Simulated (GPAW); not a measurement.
Runs of GPAW 26.7.0 on Mn3Si. Symmetry: Fm-3m, No. 225, cubic system. Conventional cell: a = 5.722 Å, b = 5.722 Å, c = 5.722 Å, α = 90.00°, β = 90.00°, γ = 90.00°. Mn (site symmetry -43m) has 4 Mn at 2.48 Å and 4 Si at 2.48 Å as nearest neighbours. Mn (site symmetry m-3m) is surrounded by 8 Mn at 2.48 Å. Around Si (site symmetry m-3m) lie 8 Mn at 2.48 Å. 

| task | level | potentials or basis | cell | k mesh | optimizer | fmax | max steps | convergence | band path | gap on the mesh (eV) | pressure (GPa) | moment (μB) | relaxed volume (Å³/atom) |
| --- | --- | --- | --- | --- | --- | --- | --- | --- | --- | --- | --- | --- | --- |
| relaxation of cell and atoms | PBEsol+D3(BJ)+ATM | PAW data sets generated in the run's folder for this functional, pw | relaxed | 6 × 6 × 6 | BFGS | 0.02 eV/Å | 60 | density=1e-05 forces=0.0001 | - | none | -0.3 | 1.09 | 10.68 |
| relaxation of cell and atoms | PBEsol+D3 | PAW data sets generated in the run's folder for this functional, pw | relaxed | 6 × 6 × 6 | BFGS | 0.02 eV/Å | 60 | density=1e-05 forces=0.0001 | - | none | -0.3 | 1.09 | 10.67 |
| single point | PBEsol | PAW data sets generated in the run's folder for this functional, pw | as given | 8 × 8 × 8 | - | - | - | - | - | none | -14.3 | 1.01 | - |
| band structure | PBEsol | PAW data sets generated in the run's folder for this functional, pw | as given | 7 × 7 × 7 | - | - | - | - | GXWKGLUWLK,UX | - | -14.4 | (b) | - |
| relaxation of cell and atoms | PBEsol | PAW data sets generated in the run's folder for this functional, pw | relaxed | 6 × 6 × 6 | BFGS | 0.02 eV/Å | 60 | density=1e-05 forces=0.0001 | - | none | -0.1 | 1.07 | (a) |
| band structure | LDA | the program's PAW data sets (release 1.2.1) made for this functional, pw | as given | 7 × 7 × 7 | - | - | - | - | GXWKGLUWLK,UX | - | -22.9 | 1.06 | - |
| relaxation of cell and atoms | PBEsol+D3(BJ) | PAW data sets generated in the run's folder for this functional, pw | relaxed | 6 × 6 × 6 | BFGS | 0.02 eV/Å | 60 | density=1e-05 forces=0.0001 | - | none | 0.0 | 1.09 | 10.61 |

Alike in all rows: spin collinear, ferromagnetic start; cutoff (eV) 600; smearing fermi-dirac 0.05 eV.

Q: Fill in the values left out.

A: (a) 10.88; (b) 1.02.

Caveats: each step starts from the last one's moments, so a moment once lost doesn't come back (some runs); later steps reuse the first step's grids (some runs); pairwise dispersion overbinds metals, which lowers pressure and volume (some runs).

A k mesh can miss the band edges.

A gap of «none» marks a metal or a gap under the smearing width.

Not every run made on this cell is shown here.
